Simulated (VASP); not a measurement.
# AlGa3N2 (P3m1) in VASP: a series of runs

Runs on AlGa3N2. Level: PBE. Tasks: equation of state.

Program: VASP 6.6.1. These are calculated values, not measurements. Logs are shortened: lines on timing, memory, paths and dates and some standing lists are left out, and cuts for length are marked.

## (1) Starting point

It takes space group P3m1 (No. 156, trigonal). Conventional cell: a = 3.220 Å, b = 3.220 Å, c = 9.363 Å, α = 90.00°, β = 90.00°, γ = 120.00°. Al (site symmetry 3m) is surrounded by 4 N at 1.89 to 1.94 Å. Ga (site symmetry 3m) is surrounded by 3 N at 1.99 Å. Around Ga (site symmetry 3m) lie 1 N at 1.97 Å. Around Ga (site symmetry 3m) lie 4 Ga at 2.50 to 2.53 Å. N (site symmetry 3m) is surrounded by 1 Al at 1.89 Å and 3 Ga at 1.99 Å. N (site symmetry 3m) has 3 Al at 1.94 Å and 1 Ga at 1.97 Å as nearest neighbours.

The cell was built by a generator and needn't be a form met in nature.

## (2) Equation of state, PBE, 14.01 Å³/atom

Input file INCAR:

```
ALGO = Normal
EDIFF = 1E-6
EDIFFG = -0.02
ENCUT = 520
GGA = PE
IBRION = 2
ISIF = 4
ISMEAR = 0
KPAR = 2
LASPH = True
LCHARG = False
LREAL = False
LWAVE = False
NELM = 100
NSW = 30
PREC = Accurate
SIGMA = 0.1
```

Input file KPOINTS:

```
k-points
0
Gamma
  10 10 4
```

Input file POSCAR:

```
AlGa3N2
1.0
    3.2201430000      0.0000000000      0.0000000000
   -1.6100720000      2.7887260000      0.0000000000
    0.0000000000      0.0000000000      9.3634500000
Al Ga N
1 3 2
Direct
    0.6666670000      0.3333330000      0.2546380000
    0.3333330000      0.6666670000      0.9775310000
    0.0000000000      0.0000000000      0.5264520000
    0.3333330000      0.6666670000      0.7103350000
    0.6666670000      0.3333330000      0.0524980000
    0.0000000000      0.0000000000      0.3155920000
```

Potentials or basis: VASP PAW PBE potentials, release 64 (Al, Ga_d, N).

On the command line:

```sh
cat potpaw_PBE.64/Al/POTCAR potpaw_PBE.64/Ga_d/POTCAR potpaw_PBE.64/N/POTCAR > POTCAR
mpirun -np 2 vasp_std > vasp.out
```

OUTCAR:

```text
EDIFF = 1E-6
   EDIFFG = -0.02
   ENCUT = 520
   GGA = PE
   IBRION = 2
   ISIF = 4
   ISMEAR = 0
   LASPH = True
   LREAL = False
   NELM = 100
   NSW = 30
   PREC = Accurate

 ion  position               nearest neighbor table
   1  0.667  0.333  0.255-   5 1.89   6 1.94   6 1.94   6 1.94
   2  0.333  0.667  0.978-   5 1.99   5 1.99   5 1.99   4 2.50
   3  0.000  0.000  0.526-   6 1.97   4 2.53   4 2.53   4 2.53
   4  0.333  0.667  0.710-   2 2.50   3 2.53   3 2.53   3 2.53
   5  0.667  0.333  0.052-   1 1.89   2 1.99   2 1.99   2 1.99
   6  0.000  0.000  0.316-   1 1.94   1 1.94   1 1.94   3 1.97

  LATTYP: Found a hexagonal cell.
 ALAT       =     3.2201430000
 C/A-ratio  =     2.9077745926

  Lattice vectors:

 A1 = (   3.2201430000,   0.0000000000,   0.0000000000)
 A2 = (  -1.6100720000,   2.7887260000,   0.0000000000)
 A3 = (   0.0000000000,   0.0000000000,   9.3634500000)

Analysis of symmetry for initial positions (statically):
=====================================================================
 Subroutine PRICEL returns:
 Original cell was already a primitive cell.

 Routine SETGRP: Setting up the symmetry group for a
 hexagonal supercell.

 Subroutine GETGRP returns: Found  6 space group operations
 (whereof  6 operations were pure point group operations)
 out of a pool of 24 trial point group operations.

The static configuration has the point symmetry C_3v.

Analysis of symmetry for dynamics (positions and initial velocities):
=====================================================================
 Subroutine PRICEL returns:
 Original cell was already a primitive cell.

 Routine SETGRP: Setting up the symmetry group for a
 hexagonal supercell.

 Subroutine GETGRP returns: Found  6 space group operations
 (whereof  6 operations were pure point group operations)
 out of a pool of 24 trial point group operations.

The dynamic configuration has the point symmetry C_3v.

 Subroutine INISYM returns: Found  6 space group operations
 (whereof  6 operations are pure point group operations),
 and found     1 'primitive' translations

----------------------------------------------------------------------------------------

                                     Primitive cell

  volume of cell :      84.0847

  direct lattice vectors                    reciprocal lattice vectors
     3.220143000  0.000000000  0.000000000     0.310545215  0.179293396  0.000000000
    -1.610072000  2.788726000  0.000000000     0.000000000  0.358586681  0.000000000
     0.000000000  0.000000000  9.363450000     0.000000000  0.000000000  0.106798242

  length of vectors
     3.220143000  3.220143560  9.363450000     0.358586743  0.358586681  0.106798242

  position of ions in fractional coordinates (direct lattice)
     0.666667000  0.333333000  0.254638000
     0.333333000  0.666667000  0.977531000
     0.000000000  0.000000000  0.526452000
     0.333333000  0.666667000  0.710335000
     0.666667000  0.333333000  0.052498000
     0.000000000  0.000000000  0.315592000

  ion indices of the primitive-cell ions
   primitive index   ion index
                 1           1
                 2           2
                 3           3
                 4           4
                 5           5
                 6           6

----------------------------------------------------------------------------------------

 KPOINTS: k-points

Automatic generation of k-mesh.
 Grid dimensions read from file:
 generate k-points for:   10   10    4

 Generating k-lattice:

  Cartesian coordinates                     Fractional coordinates (reciprocal lattice)
     0.031054521  0.017929340  0.000000000     0.100000000  0.000000000  0.000000000
     0.000000000  0.035858668  0.000000000     0.000000000  0.100000000  0.000000000
     0.000000000  0.000000000  0.026699561     0.000000000  0.000000000  0.250000000

  Length of vectors
     0.035858674  0.035858668  0.026699561

  Shift w.r.t. Gamma in fractional coordinates (k-lattice)
     0.000000000  0.000000000  0.000000000

 Subroutine IBZKPT returns following result:
 ===========================================

 Found     50 irreducible k-points:

 Following reciprocal coordinates:
            Coordinates               Weight
  0.000000  0.000000  0.000000      1.000000
  0.100000  0.000000  0.000000      6.000000
  0.200000  0.000000  0.000000      6.000000
  0.300000  0.000000  0.000000      6.000000
  0.400000  0.000000  0.000000      6.000000
  0.500000  0.000000  0.000000      3.000000
[... 16 lines left out ...]
  0.000000  0.400000  0.250000      6.000000
  0.500000  0.000000  0.250000      6.000000
 [... further k-points ...]
   k-points           NKPTS =     50   k-points in BZ     NKDIM =     50   number of bands    NBANDS=     31
   number of dos      NEDOS =    301   number of ions     NIONS =      6
   total plane-waves  NPLWV =  40320
   dimension x,y,z NGX =    24 NGY =   24 NGZ =   70
   dimension x,y,z NGXF=    48 NGYF=   48 NGZF=  140
   ions per type =               1   3   2
   NGX,Y,Z   is equivalent  to a cutoff of  12.39, 12.39, 12.43 a.u.
   NGXF,Y,Z  is equivalent  to a cutoff of  24.78, 24.78, 24.86 a.u.
 SYSTEM =  unknown system
   PREC   = accura    normal or accurate (medium, high low for compatibility)
   ISTART =      0    job   : 0-new  1-cont  2-samecut
   ICHARG =      2    charge: 1-file 2-atom 10-const
   ISPIN  =      1    spin polarized calculation?
   LNONCOLLINEAR =      F non collinear calculations
   LSORBIT =      F    spin-orbit coupling
   LASPH  =      T    aspherical Exc in radial PAW
   ENCUT  =  520.0 eV  38.22 Ry    6.18 a.u.   5.99  5.99 17.41*2*pi/ulx,y,z
   NELM   =    100;   NELMIN=  2; NELMDL= -5     # of ELM steps
   EDIFF  = 0.1E-05   stopping-criterion for ELM
   LREAL  =      F    real-space projection
   EDIFFG = -.2E-01   stopping-criterion for IOM
   NSW    =     30    number of steps for IOM
   IBRION =      2    ionic relax: 0-MD 1-quasi-New 2-CG
   NFREE  =      1    steps in history (QN), initial steepest desc. (CG)
   ISIF   =      4    stress and relaxation
   ISYM   =      2    0-nonsym 1-usesym 2-fastsym
   POTIM  = 0.5000    time-step for ionic-motion
   TEBEG  =    0.0;   TEEND  =   0.0 temperature during run
   PSTRESS=    0.0 pullay stress
   NELECT =      52.0000    total number of electrons
   NUPDOWN=      -1.0000    fix difference up-down
   EMIN   =  10.00;   EMAX   =-10.00  energy-range for DOS
   EFERMI =   0.00;   METHOD = LEGACY
   ISMEAR =     0;   SIGMA  =   0.10  broadening in eV -4-tet -1-fermi 0-gaus
   EFERMI_NEDOS =   21; number of points for ismear=-14 and -15
   IALGO  =     38    algorithm
   IMIX   =      4    mixing-type and parameters
     AMIX     =   0.40;   BMIX     =  1.00
     AMIX_MAG =   1.60;   BMIX_MAG =  1.00
  volume/ion in A,a.u.               =      14.01        94.57
  Fermi-wavevector in a.u.,A,eV,Ry     =   1.394773  2.635739 26.468675  1.945393
  Thomas-Fermi vector in A             =   2.518290
   LORBIT       =      0    0 simple, 1 ext, 2 COOP (PROOUT), +10 PAW based schemes
   GGA     = PE    functional components
   LHFCALC =     F    Hartree Fock is set to
   AEXX    =    0.0000 exact exchange contribution
   IVDW    =     0    specifies the selected vdW correction
   LEPSILON=     F    determine dielectric tensor
   LRPA    =     F    only Hartree local field effects (RPA)
 conjugate gradient relaxation of ions
 non-spin polarized calculation
 Gauss-broadening in eV      SIGMA  =   0.10
  energy-cutoff  :      520.00
  volume of cell :       84.08
 maximum number of plane-waves:      2298
   NGX = 11   NGY = 11   NGZ = 35

--------------------------------------- Ionic step        1  -------------------------------------------

 number of electron      51.9999967 magnetization

 Free energy of the ion-electron system (eV)
  ---------------------------------------------------
  ext. energy  EPLUGINS =         0.00000000
  ---------------------------------------------------
  free energy    TOTEN  =       -32.04911949 eV

  energy without entropy =      -32.04113934  energy(sigma->0) =      -32.04512942

------------------------ aborting loop because EDIFF is reached ----------------------------------------

  FORCE on cell =-STRESS in cart. coord.  units (eV):
  Direction    XX          YY          ZZ          XY          YZ          ZX
  --------------------------------------------------------------------------------------
  -------------------------------------------------------------------------------------
  Total       -0.1231698     -0.1231698      0.1691052      0.0000000     -0.0000000      0.0000000
  in kB       -2.3469178     -2.3469184      3.2221867      0.0000004     -0.0000000      0.0000000
  external PRESSURE =      -0.4905498 kB  Pullay stress =       0.0000000 kB

 VOLUME and BASIS-vectors are now :
 -----------------------------------------------------------------------------
  energy-cutoff  :      520.00
  volume of cell :       84.08
      direct lattice vectors                 reciprocal lattice vectors
     3.220143000  0.000000000  0.000000000     0.310545215  0.179293396  0.000000000
    -1.610072000  2.788726000  0.000000000     0.000000000  0.358586681  0.000000000
     0.000000000  0.000000000  9.363450000     0.000000000  0.000000000  0.106798242
[... 241 lines left out ...]
 POSITION                                       TOTAL-FORCE (eV/Angst)
 -----------------------------------------------------------------------------------
      1.60440      0.92630      2.39475         0.000000      0.000000      0.019195
     -0.00000      1.85260      9.22513         0.000000     -0.000000      0.020647
      0.00000     -0.00000      4.94860         0.000000      0.000000     -0.016984
     -0.00000      1.85260      6.71330         0.000000     -0.000000      0.002917
      1.60440      0.92630      0.49989        -0.000000      0.000000     -0.018306
      0.00000     -0.00000      2.97099         0.000000      0.000000     -0.007469
 -----------------------------------------------------------------------------------
    total drift:                                0.000064     -0.000054      0.000037

  FREE ENERGIE OF THE ION-ELECTRON SYSTEM (eV)
  ---------------------------------------------------
  free  energy   TOTEN  =       -32.0511881351 eV

  energy  without entropy=      -32.0437452101  energy(sigma->0) =      -32.04746667

--------------------------------------- Ionic step        8  -------------------------------------------

 number of electron      51.9999970 magnetization

 Free energy of the ion-electron system (eV)
  ---------------------------------------------------
  ext. energy  EPLUGINS =         0.00000000
  ---------------------------------------------------
  free energy    TOTEN  =       -32.05121097 eV

  energy without entropy =      -32.04391242  energy(sigma->0) =      -32.04756170

 E-fermi :   6.9889     XC(G=0): -10.9783

 val. band max:        6.7002562608   @ k =   0.5000   0.0000   0.0000
 cond. band min:       6.9916022691   @ k =   0.0000   0.1000   0.2500
 fundamental gap:      0.2913460083
 Fermi energy:         6.9889214749

 k-point     1 :       0.0000    0.0000    0.0000
  band No.  band energies     occupation
      1     -10.6060      2.00000
      2      -9.8702      2.00000
      3      -8.8784      2.00000
      4      -8.8783      2.00000
      5      -8.7828      2.00000
      6      -8.7811      2.00000
[... 805 lines left out ...]
     30       9.6617      0.00000
     31      10.7726      0.00000

 [... further k-points ...]

------------------------ aborting loop because EDIFF is reached ----------------------------------------

  FORCE on cell =-STRESS in cart. coord.  units (eV):
  Direction    XX          YY          ZZ          XY          YZ          ZX
  --------------------------------------------------------------------------------------
  -------------------------------------------------------------------------------------
  Total        0.0169004      0.0169004     -0.0320336     -0.0000000     -0.0000000     -0.0000000
  in kB        0.3220264      0.3220264     -0.6103784     -0.0000001     -0.0000000     -0.0000000
  external PRESSURE =       0.0112248 kB  Pullay stress =       0.0000000 kB

 VOLUME and BASIS-vectors are now :
 -----------------------------------------------------------------------------
  energy-cutoff  :      520.00
  volume of cell :       84.08
      direct lattice vectors                 reciprocal lattice vectors
     3.208407288  0.000000003 -0.000000000     0.311681127  0.179949215 -0.000000000
    -1.604204140  2.778562569 -0.000000000    -0.000000000  0.359898320  0.000000000
     0.000000000 -0.000000000  9.432074542     0.000000000  0.000000000  0.106021215

 POSITION                                       TOTAL-FORCE (eV/Angst)
 -----------------------------------------------------------------------------------
      1.60421      0.92619      2.39529        -0.000000     -0.000000      0.014487
     -0.00000      1.85238      9.22819         0.000000     -0.000000      0.015795
      0.00000     -0.00000      4.94894        -0.000000     -0.000000     -0.010748
     -0.00000      1.85238      6.71569        -0.000000     -0.000000     -0.001079
      1.60421      0.92619      0.50010        -0.000000      0.000000     -0.014018
      3.20841      0.00000      2.97103        -0.000000     -0.000000     -0.004437
 -----------------------------------------------------------------------------------
    total drift:                                0.000064     -0.000054      0.000228

  FREE ENERGIE OF THE ION-ELECTRON SYSTEM (eV)
  ---------------------------------------------------
  free  energy   TOTEN  =       -32.0512109717 eV

  energy  without entropy=      -32.0439124217  energy(sigma->0) =      -32.04756170

 reached required accuracy - stopping structural energy minimisation
```

It took 3.6 min on 2 MPI ranks of Intel Xeon Platinum 8259CL at 2.50GHz (Skylake/Cascade Lake), shared host; peak memory 0.26 GiB.

What came out:

```
Free energy            : -32.0512 eV
Pressure               : 0.0 GPa
Largest force          : 0.016 eV/Å
Band gap on the k mesh : none (metal or under the smearing width)
```

(Part 1 of 2 ends here.)
